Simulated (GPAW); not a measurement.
# CdTe (F-43m) in GPAW: further runs

One crystal, CdTe, is run at these levels: PBE, PBE-EpsX, r2SCAN; tasks: dielectric tensor, hybrid scf, one-shot levels on a semilocal density, equation of state.

Program: GPAW 26.7.0. These are calculated values, not measurements. Logs are shortened: lines on timing, memory, paths and dates and some standing lists are left out, and cuts for length are marked. The log counts tension as positive stress, the text compression.

**Measured values to compare with.**

From a printed reference work, data compilation, for a bulk crystal of CdTe at 0 K: band gap 1.607 eV.

How close the calculation comes is told below.

### Step 1. The structure

Symmetry: F-43m, No. 216, cubic system. The conventional cell has a = 6.410 Å, b = 6.410 Å, c = 6.410 Å, α = 90.00°, β = 90.00°, γ = 90.00°. Te (site symmetry -43m) has 4 Cd at 2.78 Å as nearest neighbours. Cd (site symmetry -43m) is surrounded by 4 Te at 2.78 Å.

### Step 2. Dielectric tensor, PBE

Input file run.py:

```python
import numpy as np
import spglib
from ase import Atoms
from ase.dft.bandgap import bandgap
from ase.io import read, write
from gpaw import GPAW, PW
from gpaw.response.df import DielectricFunction

atoms = read('CdTe.cif')
cell, positions, numbers = spglib.find_primitive(
    (atoms.cell[:], atoms.get_scaled_positions(), atoms.numbers), symprec=1e-4)
atoms = Atoms(numbers, cell=cell, scaled_positions=positions, pbc=True)

calc = GPAW(mode=PW(450),
            xc='PBE',
            kpts={'size': (6, 6, 6), 'gamma': True},
            occupations={'name': 'fermi-dirac', 'width': 0.001},
            nbands=18,
            convergence={'density': 1e-06},
            maxiter=150,
            txt='gpaw.txt')
atoms.calc = calc
energy = atoms.get_potential_energy()
calc.write('gs.gpw')
write('result.traj', atoms)
print(f'Energy: {energy:.6f} eV')
print('Fermi level:', round(calc.get_fermi_level(), 4), 'eV')
print(f'Gap: {bandgap(calc)[0]:.4f} eV, direct: {bandgap(calc, direct=True)[0]:.4f} eV')

for size in [(13, 13, 13), (18, 18, 18)]:
    name = 'x'.join(str(n) for n in size)
    dense = calc.fixed_density(kpts={'size': size, 'gamma': True},
                               nbands=31, convergence={'bands': 25},
                               update_fermi_level=True, txt=f'dense-{name}.txt')
    dense.write(f'{name}.gpw', mode='all')
    df = DielectricFunction(f'{name}.gpw', frequencies=np.array([0.0]), hilbert=False, eta=0.001,
                            ecut=80, nbands=25, intraband=False, txt=f'df-{name}.txt')
    for xc in ['RPA', 'LR0.1', 'LR0.3']:
        for direction in ['x', 'y', 'z', [0, 1, 1], [1, 0, 1], [1, 1, 0]]:
            e0, e = df.get_macroscopic_dielectric_constant(xc=xc, direction=direction)
            print(f'{name} {xc} {direction}: {e0:.4f} without, {e:.4f} with local fields')
```

Input file CdTe.cif:

```cif
data_CdTe
_cell_length_a 6.41000000
_cell_length_b 6.41000000
_cell_length_c 6.41000000
_cell_angle_alpha 90.00000000
_cell_angle_beta 90.00000000
_cell_angle_gamma 90.00000000
_space_group_name_H-M_alt 'F-43m'
_space_group_name_Hall 'F -4 2 3'
_space_group_IT_number 216
loop_
_space_group_symop_operation_xyz
'x,y,z'
'y,-x,-z'
'-x,-y,z'
'-y,x,-z'
'x,-y,-z'
'y,x,z'
'-x,y,-z'
'-y,-x,z'
'z,x,y'
'-z,y,-x'
'z,-x,-y'
'-z,-y,x'
'-z,x,-y'
'z,y,x'
'-z,-x,y'
'z,-y,-x'
'y,z,x'
'-x,-z,y'
'-y,z,-x'
'x,-z,-y'
'-y,-z,x'
'x,z,y'
'y,-z,-x'
'-x,z,-y'
'x,y+1/2,z+1/2'
'y,-x+1/2,-z+1/2'
'-x,-y+1/2,z+1/2'
'-y,x+1/2,-z+1/2'
'x,-y+1/2,-z+1/2'
'y,x+1/2,z+1/2'
'-x,y+1/2,-z+1/2'
'-y,-x+1/2,z+1/2'
'z,x+1/2,y+1/2'
'-z,y+1/2,-x+1/2'
'z,-x+1/2,-y+1/2'
'-z,-y+1/2,x+1/2'
'-z,x+1/2,-y+1/2'
'z,y+1/2,x+1/2'
'-z,-x+1/2,y+1/2'
'z,-y+1/2,-x+1/2'
'y,z+1/2,x+1/2'
'-x,-z+1/2,y+1/2'
'-y,z+1/2,-x+1/2'
'x,-z+1/2,-y+1/2'
'-y,-z+1/2,x+1/2'
'x,z+1/2,y+1/2'
'y,-z+1/2,-x+1/2'
'-x,z+1/2,-y+1/2'
'x+1/2,y,z+1/2'
'y+1/2,-x,-z+1/2'
'-x+1/2,-y,z+1/2'
'-y+1/2,x,-z+1/2'
'x+1/2,-y,-z+1/2'
'y+1/2,x,z+1/2'
'-x+1/2,y,-z+1/2'
'-y+1/2,-x,z+1/2'
'z+1/2,x,y+1/2'
'-z+1/2,y,-x+1/2'
'z+1/2,-x,-y+1/2'
'-z+1/2,-y,x+1/2'
'-z+1/2,x,-y+1/2'
'z+1/2,y,x+1/2'
'-z+1/2,-x,y+1/2'
'z+1/2,-y,-x+1/2'
'y+1/2,z,x+1/2'
'-x+1/2,-z,y+1/2'
'-y+1/2,z,-x+1/2'
'x+1/2,-z,-y+1/2'
'-y+1/2,-z,x+1/2'
'x+1/2,z,y+1/2'
'y+1/2,-z,-x+1/2'
'-x+1/2,z,-y+1/2'
'x+1/2,y+1/2,z'
'y+1/2,-x+1/2,-z'
'-x+1/2,-y+1/2,z'
'-y+1/2,x+1/2,-z'
'x+1/2,-y+1/2,-z'
'y+1/2,x+1/2,z'
'-x+1/2,y+1/2,-z'
'-y+1/2,-x+1/2,z'
'z+1/2,x+1/2,y'
'-z+1/2,y+1/2,-x'
'z+1/2,-x+1/2,-y'
'-z+1/2,-y+1/2,x'
'-z+1/2,x+1/2,-y'
'z+1/2,y+1/2,x'
'-z+1/2,-x+1/2,y'
'z+1/2,-y+1/2,-x'
'y+1/2,z+1/2,x'
'-x+1/2,-z+1/2,y'
'-y+1/2,z+1/2,-x'
'x+1/2,-z+1/2,-y'
'-y+1/2,-z+1/2,x'
'x+1/2,z+1/2,y'
'y+1/2,-z+1/2,-x'
'-x+1/2,z+1/2,-y'
loop_
_atom_site_label
_atom_site_type_symbol
_atom_site_symmetry_multiplicity
_atom_site_Wyckoff_symbol
_atom_site_fract_x
_atom_site_fract_y
_atom_site_fract_z
_atom_site_occupancy
Te1 Te 4 c 0.2500000000 0.2500000000 0.2500000000 1
Cd1 Cd 4 a 0.0000000000 0.0000000000 0.0000000000 1
```

Potentials or basis: GPAW PAW data sets (gpaw-data 1.2.1), pw.

Started as:

```console
$ OMP_NUM_THREADS=1 python run.py
```

gpaw.txt:

```text
__  _  _
 | _ |_)|_||  |
 |__||  | ||/\| - 26.7.0

Input parameters:
  mode=PW(ecut=450.00000000000006),
  convergence={'density': 1e-06},
  kpts=MonkhorstPack(size=(6, 6, 6), gamma=True),
  maxiter=150,
  nbands=18,
  occupations=Occupations(name='fermi-dirac', width=0.001),
  xc=XC(name='PBE')

Diagonalizing LCAO Hamiltonian
Converting LCAO to pw mode

            Te

       Cd

Atoms  # Å, Bohr magnetons
|   | symbol |        x |        y |        z |    initial magnetic moments |
|---|--------|----------|----------|----------|-----------------------------|
| 0 |     Te | 1.602500 | 1.602500 | 1.602500 | ( 0.0000,  0.0000,  0.0000) |
| 1 |     Cd | 0.000000 | 0.000000 | 0.000000 | ( 0.0000,  0.0000,  0.0000) |

Unit cell  # Å
| periodic |        x |        y |        z |  lengths |    angles |
|----------|----------|----------|----------|----------|-----------|
|      yes | 0.000000 | 3.205000 | 3.205000 | 4.532554 | 60.000000 |
|      yes | 3.205000 | 0.000000 | 3.205000 | 4.532554 | 60.000000 |
|      yes | 3.205000 | 3.205000 | 0.000000 | 4.532554 | 60.000000 |

Number of symmetries: 24
Symmetry operations  # r_c * U_cc + t_c -> r_c
|    | kind |            matrix            |
|----|------|------------------------------|
|  0 |  E   |  1, 0, 0,  0, 1, 0,  0, 0, 1 |
|  1 |  σ   |  1, 0, 0,  0, 0, 1,  0, 1, 0 |
|  2 |  σ   |  1, 0,-1,  0, 1,-1,  0, 0,-1 |
|  3 |  C3  |  1, 0,-1,  0, 0,-1,  0, 1,-1 |
|  4 |  C3  |  1,-1, 0,  0,-1, 1,  0,-1, 0 |
|  5 |  σ   |  1,-1, 0,  0,-1, 0,  0,-1, 1 |
|  6 |  σ   |  0, 1, 0,  1, 0, 0,  0, 0, 1 |
|  7 |  C3  |  0, 1, 0,  0, 0, 1,  1, 0, 0 |
|  8 |  C2  |  0, 1,-1,  1, 0,-1,  0, 0,-1 |
|  9 |  S4  |  0, 1,-1,  0, 0,-1,  1, 0,-1 |
| 10 |  C3  |  0, 0, 1,  1, 0, 0,  0, 1, 0 |
| 11 |  σ   |  0, 0, 1,  0, 1, 0,  1, 0, 0 |
| 12 |  S4  |  0, 0,-1,  1, 0,-1,  0, 1,-1 |
| 13 |  C3  |  0, 0,-1,  0, 1,-1,  1, 0,-1 |
| 14 |  S4  |  0,-1, 1,  1,-1, 0,  0,-1, 0 |
| 15 |  C2  |  0,-1, 1,  0,-1, 0,  1,-1, 0 |
| 16 |  C3  |  0,-1, 0,  1,-1, 0,  0,-1, 1 |
| 17 |  S4  |  0,-1, 0,  0,-1, 1,  1,-1, 0 |
| 18 |  S4  | -1, 1, 0, -1, 0, 1, -1, 0, 0 |
| 19 |  C3  | -1, 1, 0, -1, 0, 0, -1, 0, 1 |
| 20 |  C3  | -1, 0, 1, -1, 1, 0, -1, 0, 0 |
| 21 |  S4  | -1, 0, 1, -1, 0, 0, -1, 1, 0 |
| 22 |  σ   | -1, 0, 0, -1, 1, 0, -1, 0, 1 |
| 23 |  C2  | -1, 0, 0, -1, 0, 1, -1, 1, 0 |

BZ-sampling:
  Number of BZ points: 216
  Number of IBZ points: 16

  Monkhorst-Pack size: [6, 6, 6]
  Monkhorst-Pack shift: [0.08333333333333333, 0.08333333333333333, 0.08333333333333333]

K-points  # in reciprocal-cell coordinates
|     |                                coordinates |     weight |
|-----|--------------------------------------------|------------|
|   0 | (  0.00000000,   0.00000000,   0.00000000) | 0.00462963 |
|   1 | (  0.16666667,   0.16666667,   0.00000000) | 0.02777778 |
|   2 | (  0.16666667,   0.16666667,   0.16666667) | 0.03703704 |
|   3 | (  0.33333333,   0.16666667,   0.16666667) | 0.05555556 |
|   4 | (  0.33333333,   0.33333333,  -0.33333333) | 0.05555556 |
|   5 | (  0.33333333,   0.33333333,   0.00000000) | 0.02777778 |
|   6 | (  0.33333333,   0.33333333,   0.16666667) | 0.11111111 |
|   7 | (  0.33333333,   0.33333333,   0.33333333) | 0.03703704 |
|   8 | (  0.50000000,   0.33333333,  -0.33333333) | 0.11111111 |
|   9 | (  0.50000000,   0.33333333,  -0.16666667) | 0.05555556 |
| ... |                                            |            |
|  15 | (  0.50000000,   0.50000000,   0.50000000) | 0.01851852 |

Plane wave coefficients: 1458
Cutoff: 450.00000000000006 eV

Spin-components: 1 (collinear spins)
Bands:           18
Projectors:      11
Spin-degeneracy: 2
Datatype:        complex128

Density:
  Valence electrons: 18.0
  Components: 1
  Grid points: [24 24 24]
  Charge: 0.0  # |e|

Potential:
  Grid points: [24 24 24]

species:
  Te:
    name:    Tellurium
    Z:       52.0
    valence: 6
    core:    46
    charge:  0.0  # [|e|]
    compensation charges:
      type: gauss
      rc: 0.36  # [Å]
      lmax: 2
    cutoffs:
      filter: 2.09  # [Å]
      core: 3.17  # [Å]
    projectors
    | kind |    occ | energy [eV] | rcut [Å] |
    |------|--------|-------------|----------|
    |   5s |  2.000 |     -15.089 |    1.180 |
    |   5p |  4.000 |      -5.955 |    1.196 |
    |    s |        |      12.123 |    1.180 |
    |    p |        |      21.256 |    1.196 |
    |    d |        |       0.000 |    1.238 |

    Using partial waves for Te as LCAO basis

  Cd:
    name:    Cadmium
    Z:       48.0
    valence: 12
    core:    36
    charge:  0.0  # [|e|]
    compensation charges:
      type: gauss
      rc: 0.38  # [Å]
      lmax: 2
    cutoffs:
      filter: 2.12  # [Å]
      core: 2.62  # [Å]
    projectors
    | kind |    occ | energy [eV] | rcut [Å] |
    |------|--------|-------------|----------|
    |   5s |  2.000 |      -5.655 |    1.191 |
    |   5p |  0.000 |      -1.186 |    1.228 |
    |   4d | 10.000 |     -11.739 |    1.164 |
    |    s |        |      21.556 |    1.191 |
    |    p |        |      26.026 |    1.228 |
    |    d |        |      15.473 |    1.164 |

    Using partial waves for Cd as LCAO basis

Reference energy: -336963.801770  # eV

eigensolver:
  PPCG
  Converge bands: occupied
  niter=2

density mixing:
  MSR1-Mixer
  Pratt-step length: 0.05
  Maximum mixing coefficient: 0.75
  Old densities: 10
  SVD Regularization: 0.005
  Good broyden scale: 1.0
  Trust region scale: 1.0
  Backstep threshold: 4.0
  History deletion threshold: 6.0
  Fourier metric: weight=20.0, sigma=0.015

occupation numbers:
  Fermi-Dirac:
    width: 0.0010  # eV

poisson solver:
  ecut: 3600.0000000000005  # eV

xc functional:
  name: PBE with 2 nearest neighbor stencil

convergence criteria:
- Maximum integral of absolute [dens]ity change: 1e-06 electrons / valence electron
- Maximum [total energy] change in last 3 cyles: 0.0005 eV / valence electron
- Maximum integral of absolute [eigenst]ate change: 4e-08 eV^2 / valence electron
maximum number of iterations: 150

SCF iterations
|iter     | |      energy | eigst |  dens |
|---------|-|-------------|-------|-------|
|iter:   1| |   -5.186476 | -0.44 |       |
|iter:   2| |   -5.142219 | -2.39 | -1.25 |
|iter:   3| |   -4.971425 | -1.78 | -1.30 |
|iter:   4| |   -4.970336 | -3.36 | -1.79 |
|iter:   5| |   -4.969966c| -3.85 | -2.24 |
|iter:   6| |   -4.970003c| -5.50 | -2.95 |
|iter:   7| |   -4.970007c| -6.70 | -3.56 |
|iter:   8| |   -4.970007c| -7.90c| -4.47 |
|iter:   9| |   -4.970007c| -8.39c| -5.33 |
|iter:  10| |   -4.970007c| -8.92c| -5.92 |
|iter:  11| |   -4.970007c| -9.33c| -6.40c|

Converged in 11 steps
Energy contributions relative to reference atoms: (reference = -336963.801770)

Energy contributions:
  Kinetic:          22.401535
  Coulomb:         -20.248132
  Zero:              0.294831
  External:          0.000000
  Xc:               -7.418241
  Entropy:          -0.000000
  Spinorbit:         0.000000
  ----------------------------
  Free energy:      -4.970007
  Extrapolated:     -4.970007

dipole moment: (-25.778822, -25.778822, -25.778822)  # |e|*Ang

Fermi level: 4.434
Eigenvalues  # (at kpt = [0.000, 0.000, 0.000])
| band index |      eig [eV] | occ [0-2] |
|------------|---------------|-----------|
|          0 |        -7.266 |     2.000 |
|          1 |        -4.270 |     2.000 |
|          2 |        -4.270 |     2.000 |
|          3 |        -4.270 |     2.000 |
|          4 |        -3.982 |     2.000 |
|          5 |        -3.982 |     2.000 |
|          6 |         4.091 |     2.000 |
|          7 |         4.091 |     2.000 |
|          8 |         4.091 |     2.000 |
|          9 |         4.960 |     0.000 |
|         10 |         8.661 |     0.000 |
|         11 |         8.661 |     0.000 |
|         12 |         8.661 |     0.000 |
|         13 |        11.601 |     0.000 |
|         14 |        13.624 |     0.000 |
|         15 |        13.624 |     0.000 |
|         16 |        14.189 |     0.000 |
|         17 |        14.189 |     0.000 |

Gap: 0.868 eV
Transition (v -> c):
  (s=0, k=0, n=8, [0.00, 0.00, 0.00]) -> (s=0, k=0, n=9, [0.00, 0.00, 0.00])
No difference between direct/indirect transitions
# Writing to gs.gpw (mode='')
```

It took 4.5 min on 1 thread of Arm Neoverse V1, shared host; peak memory 0.58 GiB.

What came out:

```
Free energy                             : -4.9700 eV
Band gap on the k mesh                  : 0.87 eV, direct
Electronic dielectric tensor (diagonal) : 7.82
```

Electronic dielectric tensor:
```
7.82 0.00 0.00
0.00 7.82 0.00
0.00 0.00 7.82
```

Caveat: the long-wavelength limit can be off by several per cent where d states take part; spin-orbit coupling is left out, which moves the levels of the heavy elements.

[end of part 1 of 3]
